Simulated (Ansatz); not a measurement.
CoSb3:
```yaml
crystal:
  lattice:
    - [-4.49243, 4.49243, 4.49243]
    - [4.49243, -4.49243, 4.49243]
    - [4.49243, 4.49243, -4.49243]
  atoms:
    - { symbol: Co, position: [0.50000, 0.50000, 0.50000] }
    - { symbol: Co, position: [0.00000, 0.00000, 0.50000] }
    - { symbol: Co, position: [0.50000, 0.00000, 0.00000] }
    - { symbol: Co, position: [0.00000, 0.50000, 0.00000] }
    - { symbol: Sb, position: [0.49288, 0.15970, 0.33317] }
    - { symbol: Sb, position: [0.82653, 0.15970, 0.66683] }
    - { symbol: Sb, position: [0.50712, 0.84030, 0.66683] }
    - { symbol: Sb, position: [0.17347, 0.84030, 0.33317] }
    - { symbol: Sb, position: [0.33317, 0.49288, 0.15970] }
    - { symbol: Sb, position: [0.66683, 0.82653, 0.15970] }
    - { symbol: Sb, position: [0.66683, 0.50712, 0.84030] }
    - { symbol: Sb, position: [0.33317, 0.17347, 0.84030] }
    - { symbol: Sb, position: [0.15970, 0.33317, 0.49288] }
    - { symbol: Sb, position: [0.15970, 0.66683, 0.82653] }
    - { symbol: Sb, position: [0.84030, 0.66683, 0.50712] }
    - { symbol: Sb, position: [0.84030, 0.33317, 0.17347] }
```

Relaxed with PBEsol. Special points in fractions of this cell's reciprocal vectors: Γ (0.000, 0.000, 0.000); H (0.500, -0.500, 0.500); N (0.000, 0.000, 0.500); P (0.250, 0.250, 0.250).

Problem. List the band energies nearest the valence-band maximum at these points for DFT-PBEsol in the program Ansatz with PAW potentials.

Solution. In eV from the valence-band maximum; about four levels below and three above (degenerate sets whole), none deeper than 8.9 eV; points with the same levels are listed once.

| k | below | above |
|---|---|---|
| Γ | -0.73 -0.73 -0.66 0.00 | 0.27 0.27 0.27 |
| H | -1.37 -1.11 -1.11 -1.11 | 0.44 0.44 0.44 |
| N | -0.69 -0.63 -0.58 -0.41 | 0.77 0.80 1.21 |
| P | -0.64 -0.64 -0.64 -0.38 | 0.73 1.58 1.58 1.58 |

Space group Im-3. The cell was relaxed with PBEsol under the symmetry of its start. The workflow began spin-polarised and lost its moments. Scalar-relativistic: spin–orbit coupling is off unless named, which matters more the heavier the elements.

Potentials: the later of the program's two PAW sets.
